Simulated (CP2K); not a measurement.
# PbSe (Clausthalite) (Fm-3m) in CP2K: further runs

Aim: see how the results for PbSe (Clausthalite) move with the level of theory and the settings. Levels: PBE, LDA, PBEsol, r2SCAN, TB-mBJ. Tasks: band structure.

All numbers are computed with CP2K 2026.2; they aren't measurements. Logs are shortened: lines on timing, memory, paths and dates and some standing lists are left out, and cuts for length are marked.

**Measured values to compare with.**

A printed reference work, monograph reports, for a bulk crystal of PbSe: band gap 0.28 eV (direct) at 300 K; band gap 0.15 eV (direct) at 4.2 K.

The results are compared with them further down.

## Step 1: The crystal as given

Symmetry: Fm-3m, No. 225, cubic system. Conventional cell: a = 6.121 Å, b = 6.121 Å, c = 6.121 Å, α = 90.00°, β = 90.00°, γ = 90.00°. Around Pb (site symmetry m-3m) lie 6 Se at 3.06 Å. Se (site symmetry m-3m) has 6 Pb at 3.06 Å as nearest neighbours.

## Step 2: Band structure, PBE

pbse_bands.inp

```
&GLOBAL
  PROJECT pbse_bands
  RUN_TYPE ENERGY_FORCE
  PRINT_LEVEL LOW
&END GLOBAL
&FORCE_EVAL
  METHOD QS
  STRESS_TENSOR ANALYTICAL
  &DFT
    BASIS_SET_FILE_NAME BASIS_MOLOPT_UZH
    POTENTIAL_FILE_NAME POTENTIAL_UZH
    &MGRID
      CUTOFF 450
      REL_CUTOFF 60
      NGRIDS 4
    &END MGRID
    &QS
      METHOD GPW
      EPS_DEFAULT 1.0E-9
    &END QS
    &KPOINTS
      SCHEME MONKHORST-PACK 8 8 8
      GAMMA_CENTERED T
      SYMMETRY T
      SYMMETRY_BACKEND SPGLIB
    &END KPOINTS
    &SCF
      SCF_GUESS ATOMIC
      EPS_SCF 1.0E-6
      MAX_SCF 100
      ADDED_MOS 10
      CHOLESKY OFF
      EPS_EIGVAL 1.0E-7
      &DIAGONALIZATION ON
        ALGORITHM STANDARD
      &END DIAGONALIZATION
      &MIXING ON
        METHOD BROYDEN_MIXING
        ALPHA 0.4
        BETA 1.5
        NBUFFER 8
      &END MIXING
      &SMEAR ON
        METHOD FERMI_DIRAC
        ELECTRONIC_TEMPERATURE [K] 1160.452
      &END SMEAR
    &END SCF
    &XC
      &XC_FUNCTIONAL PBE
      &END XC_FUNCTIONAL
    &END XC
    &PRINT
      &KPOINTS ON
      &END KPOINTS
      &MULLIKEN ON
      &END MULLIKEN
      &MO ON
        ENERGIES T
        OCCUPATION_NUMBERS T
        &EACH
          QS_SCF 0
        &END EACH
        ADD_LAST NUMERIC
      &END MO
      &BAND_STRUCTURE
        FILE_NAME bands.bs
        ADDED_MOS 6
        &KPOINT_SET
          UNITS B_VECTOR
          NPOINTS 6
          SPECIAL_POINT GAMMA 0.00000000 0.00000000 0.00000000
          SPECIAL_POINT X 0.50000000 0.00000000 0.50000000
          SPECIAL_POINT W 0.50000000 0.25000000 0.75000000
          SPECIAL_POINT K 0.37500000 0.37500000 0.75000000
          SPECIAL_POINT GAMMA 0.00000000 0.00000000 0.00000000
          SPECIAL_POINT L 0.50000000 0.50000000 0.50000000
          SPECIAL_POINT U 0.62500000 0.25000000 0.62500000
          SPECIAL_POINT W 0.50000000 0.25000000 0.75000000
          SPECIAL_POINT L 0.50000000 0.50000000 0.50000000
          SPECIAL_POINT K 0.37500000 0.37500000 0.75000000
        &END KPOINT_SET
        &KPOINT_SET
          UNITS B_VECTOR
          NPOINTS 6
          SPECIAL_POINT U 0.62500000 0.25000000 0.62500000
          SPECIAL_POINT X 0.50000000 0.00000000 0.50000000
        &END KPOINT_SET
      &END BAND_STRUCTURE
    &END PRINT
  &END DFT
  &SUBSYS
    &CELL
      ABC 4.3284127397 4.3284127396 4.3284127397
      ALPHA_BETA_GAMMA 60.0000000004 60.0000000005 60.0000000003
      PERIODIC XYZ
    &END CELL
    &COORD
      Pb  0.0000000000 0.0000000000 0.0000000000
      Se  4.3284127397 2.4990102604 1.7670671014
    &END COORD
    &KIND Pb
      BASIS_SET TZVP-MOLOPT-PBE-GTH-q4
      POTENTIAL GTH-PBE-q4
    &END KIND
    &KIND Se
      BASIS_SET TZVP-MOLOPT-PBE-GTH-q6
      POTENTIAL GTH-PBE-q6
    &END KIND
    &PRINT
      &ATOMIC_COORDINATES ON
      &END ATOMIC_COORDINATES
      &CELL ON
      &END CELL
    &END PRINT
  &END SUBSYS
  &PRINT
    &FORCES ON
    &END FORCES
    &STRESS_TENSOR ON
    &END STRESS_TENSOR
  &END PRINT
&END FORCE_EVAL
```

Potentials or basis: POTENTIAL_UZH Pb GTH-PBE-q4, Se GTH-PBE-q6; TZVP-MOLOPT-PBE-GTH basis.

The run is started by

```bash
OMP_NUM_THREADS=2 cp2k.psmp -i pbse_bands.inp -o pbse_bands.out
```

pbse_bands.out:

```text

 CP2K| version string:                                       CP2K version 2026.2
 CP2K| Input file name                                            pbse_bands.inp

 GLOBAL| Force Environment number                                              1
 GLOBAL| Basis set file name                                    BASIS_MOLOPT_UZH
 GLOBAL| Potential file name                                       POTENTIAL_UZH
 GLOBAL| MM Potential file name                                     MM_POTENTIAL
 GLOBAL| Coordinate file name                                      __STD_INPUT__
 GLOBAL| Method name                                                        CP2K
 GLOBAL| Project name                                                 pbse_bands
 GLOBAL| Run type                                                   ENERGY_FORCE
 GLOBAL| FFT library                                                       FFTW3
 GLOBAL| Diagonalization library                                       ScaLAPACK
 GLOBAL| Cholesky decomposition library                                ScaLAPACK
 GLOBAL| DGEMM library                                                      BLAS
 GLOBAL| Direct generalized diagonalization requested                          F
 GLOBAL| Matrix multiplication library                                 ScaLAPACK
 GLOBAL| Global print level                                                  LOW
 GLOBAL| Total number of message passing processes                             1
 GLOBAL| Number of threads for this process                                    2
 GLOBAL| CPU model name                          Intel(R) Xeon(R) Platinum 8488C

 CELL| Volume [angstrom^3]:                                            57.341758
 CELL| Vector a [angstrom]:       4.328     0.000     0.000   |a| =     4.328413
 CELL| Vector b [angstrom]:       2.164     3.749     0.000   |b| =     4.328413
 CELL| Vector c [angstrom]:       2.164     1.250     3.534   |c| =     4.328413
 CELL| Angle (b,c), alpha [degree]:                                    60.000000
 CELL| Angle (a,c), beta  [degree]:                                    60.000000
 CELL| Angle (a,b), gamma [degree]:                                    60.000000
 CELL| Numerically orthorhombic:                                              NO
 CELL| Periodicity                                                           XYZ

 CELL_REF| Volume [angstrom^3]:                                        57.341758
 CELL_REF| Vector a [angstrom     4.328     0.000     0.000   |a| =     4.328413
 CELL_REF| Vector b [angstrom     2.164     3.749     0.000   |b| =     4.328413
 CELL_REF| Vector c [angstrom     2.164     1.250     3.534   |c| =     4.328413
 CELL_REF| Angle (b,c), alpha [degree]:                                60.000000
 CELL_REF| Angle (a,c), beta  [degree]:                                60.000000
 CELL_REF| Angle (a,b), gamma [degree]:                                60.000000
 CELL_REF| Numerically orthorhombic:                                          NO
 CELL_REF| Periodicity                                                       XYZ

 GENERATE|  Preliminary Number of Bonds generated:                             0
 GENERATE|  Achieved consistency in connectivity generation.

 *******************************************************************************
 *******************************************************************************
 **            Copyright (C) by CP2K developers group (2000-2026)             **
 *******************************************************************************

 TOTAL NUMBERS AND MAXIMUM NUMBERS

  Total number of            - Atomic kinds:                                   2
                             - Atoms:                                          2
                             - Shell sets:                                     2
                             - Shells:                                        14
                             - Primitive Cartesian functions:                  8
                             - Cartesian basis functions:                     36
                             - Spherical basis functions:                     34

  Maximum angular momentum of- Orbital basis functions:                        2
                             - Local part of the GTH pseudopotential:          0
                             - Non-local part of the GTH pseudopotential:      4

 MODULE QUICKSTEP: ATOMIC COORDINATES IN ANGSTROM

   Atom Kind Element         X             Y             Z       Z(eff)     Mass
[... 82 lines left out ...]
  Step     Update method      Time    Convergence         Total energy    Change
  ------------------------------------------------------------------------------
     1 NoMix/Diag. 0.40E+00    0.9     0.83803506       -13.0459233304 -1.30E+01
     2 Broy./Diag. 0.40E+00    0.7     0.04748583       -12.7609999712  2.85E-01
     3 Broy./Diag. 0.40E+00    0.7     0.11945285       -12.8948239607 -1.34E-01
     4 Broy./Diag. 0.40E+00    0.7     0.02527037       -13.0494931224 -1.55E-01
     5 Broy./Diag. 0.40E+00    0.8     0.01173500       -13.0149802213  3.45E-02
     6 Broy./Diag. 0.40E+00    0.9     0.00306926       -13.0109189509  4.06E-03
     7 Broy./Diag. 0.40E+00    1.0     0.00096525       -13.0057001374  5.22E-03
     8 Broy./Diag. 0.40E+00    0.9     0.00060878       -13.0058973254 -1.97E-04
     9 Broy./Diag. 0.40E+00    0.8     0.00010806       -13.0058278514  6.95E-05
    10 Broy./Diag. 0.40E+00    0.7     0.00012217       -13.0058953809 -6.75E-05
    11 Broy./Diag. 0.40E+00    0.9     0.00002629       -13.0058582123  3.72E-05
    12 Broy./Diag. 0.40E+00    0.6     0.00000773       -13.0058349206  2.33E-05
    13 Broy./Diag. 0.40E+00    0.7     0.00000256       -13.0058306610  4.26E-06
    14 Broy./Diag. 0.40E+00    0.7     0.00000057       -13.0058302925  3.68E-07

  *** SCF run converged in    14 steps ***

  Electronic density on regular grids:        -10.0000000000       -0.0000000000
  Core density on regular grids:                9.9999999688       -0.0000000312
  Total charge density on r-space grids:       -0.0000000312
  Total charge density g-space grids:          -0.0000000312

  Overlap energy of the core charge distribution:               0.00000000002858
  Self energy of the core charge distribution:                -27.02377452920984
  Core Hamiltonian energy:                                      5.89441526292998
  Hartree energy:                                              11.19122557450462
  Exchange-correlation energy:                                 -3.06760991907500
  Electronic entropic energy:                                  -0.00008668173780
  Fermi energy:                                                 0.15666251101830

  Total energy:                                               -13.00583029254697
  Total energy (extrapolated to T->0):                        -13.00578695167807

 MO| EIGENVALUES AND OCCUPATION NUMBERS FOR K POINT 1
 MO|
 MO|  Index      Eigenvalue [a.u.]        Eigenvalue [eV]             Occupation
 MO|      1              -0.320962              -8.733833               2.000000
 MO|      2              -0.162038              -4.409290               2.000000
 MO|      3               0.089462               2.434388               2.000000
 MO|      4               0.089462               2.434388               2.000000
 MO|      5               0.132657               3.609788               1.997092
 MO|      6               0.188679               5.134209               0.000329
 MO|      7               0.226620               6.166649               0.000000
 MO|      8               0.226620               6.166654               0.000000
 MO|      9               0.459850              12.513145               0.000000
 MO|     10               0.534999              14.558059               0.000000
 MO|     11               0.534999              14.558070               0.000000
 MO|     12               0.609097              16.574381               0.000000
 MO|     13               0.723228              19.680041               0.000000
[... 263 lines left out ...]
 MO|      4               0.054929               1.494686               2.000000
 MO|      5               0.111809               3.042480               1.999990
 MO|      6               0.213646               5.813602               0.000000
 MO|      7               0.267742               7.285618               0.000000
 MO|      8               0.311528               8.477112               0.000000
 MO|      9               0.418240              11.380876               0.000000
 MO|     10               0.547593              14.900767               0.000000
 MO|     11               0.579567              15.770817               0.000000
 MO|     12               0.627719              17.081116               0.000000
 MO|     13               0.643994              17.523973               0.000000
 MO|     14               0.760228              20.686868               0.000000
 MO|     15               0.775985              21.115620               0.000000
 MO| Sum:                                                               9.999990
 MO| E(Fermi):            0.156663 a.u.          4.263004 eV

 [... the levels of further k-points ...]

 !-----------------------------------------------------------------------------!
                     Mulliken Population Analysis

 #  Atom  Element  Kind  Atomic population                           Net charge
       1     Pb       1          3.446002                              0.553998
       2     Se       2          6.553998                             -0.553998
 # Total charge                             10.000000                 -0.000000

 !-----------------------------------------------------------------------------!

 KPOINTS| Band Structure Calculation
 KPOINTS| Number of k-point sets                                               2
 KPOINTS| Number of added MOs/bands                                            6
 KPOINTS| Number of k-points in set    1                                      55
 KPOINTS| In units of b-vector [2pi/Bohr]
 KPOINTS| Special point     1       GAMMA     0.000000     0.000000     0.000000
 KPOINTS| Special point     2           X     0.500000     0.000000     0.500000
 KPOINTS| Special point     3           W     0.500000     0.250000     0.750000
 KPOINTS| Special point     4           K     0.375000     0.375000     0.750000
 KPOINTS| Special point     5       GAMMA     0.000000     0.000000     0.000000
 KPOINTS| Special point     6           L     0.500000     0.500000     0.500000
 KPOINTS| Special point     7           U     0.625000     0.250000     0.625000
 KPOINTS| Special point     8           W     0.500000     0.250000     0.750000
 KPOINTS| Special point     9           L     0.500000     0.500000     0.500000
 KPOINTS| Special point    10           K     0.375000     0.375000     0.750000
 KPOINTS| Number of k-points in set    2                                       7
 KPOINTS| In units of b-vector [2pi/Bohr]
 KPOINTS| Special point     1           U     0.625000     0.250000     0.625000
 KPOINTS| Special point     2           X     0.500000     0.000000     0.500000

 ENERGY| Total FORCE_EVAL ( QS ) energy [hartree]            -13.005830323705986

 FORCES| Atomic forces [hartree/bohr]
 FORCES|   Atom     x               y               z               |f|
 FORCES|      1 -1.85614943E-12 -4.01870817E-13 -4.67530075E-13   1.95585665E-12
 FORCES|      2  1.76643598E-12  4.12813739E-13  4.71031412E-13   1.87418832E-12
 FORCES| Sum    -8.97134416E-14  1.09429215E-14  3.50133767E-15
 FORCES| Total atomic force                                       9.04461636E-14

 STRESS| Analytical stress tensor [bar]
 STRESS|                        x                   y                   z
 STRESS|      x        2.89915968786E+04  -4.30630208412E-02   3.87060782646E-03
 STRESS|      y       -4.30630208412E-02   2.89919355794E+04   3.10885678222E-01
 STRESS|      z        3.87060782646E-03   3.10885678222E-01   2.89917716472E+04
 STRESS| 1/3 Trace                                             2.89917680351E+04
 STRESS| Determinant                                           2.43682366438E+13

 STRESS| Eigenvectors and eigenvalues of the analytical stress tensor [bar]
 STRESS|                        1                   2                   3
 STRESS| Eigenvalues   2.89915205812E+04   2.89916066592E+04   2.89921768648E+04
 STRESS|      x          -0.365386216663      0.929242445274     -0.054784948432
 STRESS|      y          -0.582085812158     -0.182160452068      0.792460520774
 STRESS|      z           0.726408301134      0.321443692743      0.607457761856
```

Run time: 14 s. Hardware: 2 threads of Intel Xeon Platinum 8488C (Sapphire Rapids), shared host; peak memory 0.34 GiB.

What came out:

* Free energy: -353.9066 eV
* Pressure: 2.9 GPa
* Band gap on the k mesh: 0.14 eV, direct
* Band gap along the path: 0.14 eV, direct
* Mulliken charges: Pb +0.55; Se -0.55 e

Levels at the corners of the path, in eV from the valence-band top:
| point | band 3 | band 4 | band 5 | band 6 | band 7 | band 8 |
| --- | --- | --- | --- | --- | --- | --- |
| Γ | -2.00 | -2.00 | -2.00 | 4.87 | 4.87 | 4.87 |
| X | -5.24 | -3.42 | -3.42 | 3.63 | 5.75 | 5.75 |
| W | -4.47 | -4.47 | -0.91 | 1.81 | 5.07 | 5.07 |
| K | -4.83 | -2.93 | -2.56 | 3.40 | 4.01 | 5.52 |
| Γ | -2.00 | -2.00 | -2.00 | 4.87 | 4.87 | 4.87 |
| L | -1.69 | -1.69 | 0.00 | 0.14 | 1.63 | 1.63 |
| U | -4.83 | -2.93 | -2.56 | 3.40 | 4.01 | 5.52 |
| W | -4.47 | -4.47 | -0.91 | 1.81 | 5.07 | 5.07 |
| L | -1.69 | -1.69 | 0.00 | 0.14 | 1.63 | 1.63 |
| K | -4.83 | -2.93 | -2.56 | 3.40 | 4.01 | 5.52 |
| U | -4.83 | -2.93 | -2.56 | 3.40 | 4.01 | 5.52 |
| X | -5.24 | -3.42 | -3.42 | 3.63 | 5.75 | 5.75 |

Caveat: Mulliken charges move with the basis; spin-orbit coupling is left out, which as a rule narrows the gap of such compounds by several tenths of an eV; the basis of atomic orbitals isn't converged, which shifts pressures, moduli and gaps.

(Part 1 of 3 ends here.)
